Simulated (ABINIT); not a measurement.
Runs of ABINIT 10.8.3 (patched build) on Ru. Symmetry: P6_3/mmc, No. 194, hexagonal system. The conventional cell has a = 2.706 Å, b = 2.706 Å, c = 4.282 Å, α = 90.00°, β = 90.00°, γ = 120.00°. Around Ru (site symmetry -6m2) lie 12 Ru at 2.65 to 2.71 Å. 

```tsv
task	level	potentials or basis	cutoff (eV)	dispersion computed by	fine-grid cutoff	gap on the mesh (eV)	pressure (GPa)	V0 of scaled cells (Å³/atom)	B0 (GPa)
band structure	PBE	PseudoDojo NC SR PBE v0.5 stringent	1143	-	-	none	5.0	-	-
band structure	PBE	Ansatz NC PBE	1143	-	-	none	4.5	-	-
band structure	PBE	SPMS NC PBE v1.0	599	-	-	none	(a)	-	-
equation of state	PW91+D3(BJ)	JTH PAW PBE v2.0	408	simple-dftd3 1.7.0	816.342 eV	-	-	13.59	323
band structure	PBE	PseudoDojo NC SR PBE v0.4 stringent	1143	-	-	none	5.0	-	-
equation of state	PW91+D4	JTH PAW PBE v2.0	408	dftd4 4.3.1	816.342 eV	-	-	(b)	323
band structure	PBE	SG15 NC PBE v1.2	490	-	-	none	4.7	-	-
band structure	PBE	PseudoDojo NC SR PBE v0.4.1 standard	1143	-	-	none	5.0	-	-
band structure	PBE	JTH PAW PBE v2.0	408	-	816.342 eV	none	4.2	-	-
band structure	PBE	PseudoDojo NC SR PBE v0.5 standard	1143	-	-	none	5.0	-	-
```

Alike in all rows: no spin polarisation; cell as given; k mesh 11 × 11 × 6; smearing fermi-dirac 0.05 eV.

Task: Fill in the values left out.

Result: (a) 4.9; (b) 13.61.

Caveats: pressures at fixed basis lie under the slope of the energies (some runs); the cell was scaled at fixed shape and fractional positions, which overstates the stiffness of a crystal with free parameters, most of all of layers and chains (some runs); the PAW data sets were made with another functional, which shifts forces and pressure a little (some runs).

A k mesh can miss the band edges, and the runs leave out spin-orbit coupling on Ru.

A gap of «none» marks a metal or a gap under the smearing width.
